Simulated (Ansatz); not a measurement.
# GaSb under changes of volume

One of the cells (28.625 Å³/atom); the others are scaled copies at fixed shape and fractional positions:

```
Sb Ga
1.0
     0.00000    3.05900    3.05900
     3.05900    0.00000    3.05900
     3.05900    3.05900    0.00000
Sb Ga
1 1
Direct
  0.75000 0.75000 0.75000
  0.00000 0.00000 0.00000
```

- Program: Ansatz 0.2.0
- Functional: rPW86-PBE
- Potentials or basis: Ansatz PAW
- Cutoff: 420 eV (not typed: the program's choice for these potentials)
- k mesh: 8 × 8 × 8
- Occupations: fermi-dirac, width 0.05 eV
- Spin: no spin polarisation

```csv
volume (Å³/atom),energy over the lowest point (meV/atom),pressure (GPa)
26.907,?,?
27.480,76.94,7.4
28.052,52.94,6.0
28.625,33.63,4.8
29.197,18.63,3.6
29.770,7.55,2.6
30.342,0.00,1.7
```

Question: What does the run at 26.907 Å³/atom give?

Answer: Energy over the lowest point 106.25 meV/atom; pressure 9.0 GPa.

Worked out: A Birch-Murnaghan fit of order 3 (a polynomial in V^(-2/3)) to the other rows has no minimum within the range. It gives 106.21 meV/atom at 26.907 Å³/atom, against the run's 106.25, and -dE/dV = 9.0 GPa, against 9.0.

Energies are extrapolated to zero smearing.

Caveats: the PAW data sets come from PBE, with cores solved anew for the run's functional, which leaves a small shift of forces and pressure.
